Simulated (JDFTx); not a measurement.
NiO:

```
CELL_PARAMETERS angstrom
0.00000 2.08590 2.08590
2.08590 0.00000 2.08590
2.08590 2.08590 0.00000
ATOMIC_POSITIONS crystal
Ni 0.00000 0.00000 0.00000
O 0.50000 0.50000 0.50000
```

Base run:

- Program: JDFTx 1.7.0 (patched build)
- Functional: PBE
- Potentials or basis: PseudoDojo-SR-PBE-0.5-standard
- Cutoff: 1333 eV
- Density cutoff: 10667 eV
- k mesh: 11 × 11 × 11
- Occupations: fermi-dirac, width 0.05 eV
- Spin: collinear spin, ferromagnetic start
- Starting moments: [1.0, 0.0] μB

Its results: band gap on the k mesh none (metal or under the smearing width); pressure 6.0 GPa; net moment 1.83 μB per cell; site moments Ni +1.47; O +0.36 μB.

**Question.** The run is repeated on the same cell with these changes: functional from PBE to LDA; potentials or basis from PseudoDojo-SR-PBE-0.5-standard to PseudoDojo-SR-LDA-0.4.1-standard. What comes out?

**Answer.** Band gap on the k mesh none (metal or under the smearing width); pressure -20.3 GPa; net moment 0.33 μB per cell; site moments Ni +0.27; O +0.05 μB.

Caveats: semilocal functionals often make such compounds metallic where correlation or magnetic order opens a gap, which also shifts bond lengths; a cell with one magnetic atom can't hold antiferromagnetic order, which such compounds often take (some runs); so large a pressure means that the cell lies far from this level's equilibrium, or that cutoff or potentials fall short (some runs).

Not every run made on this cell is shown here.
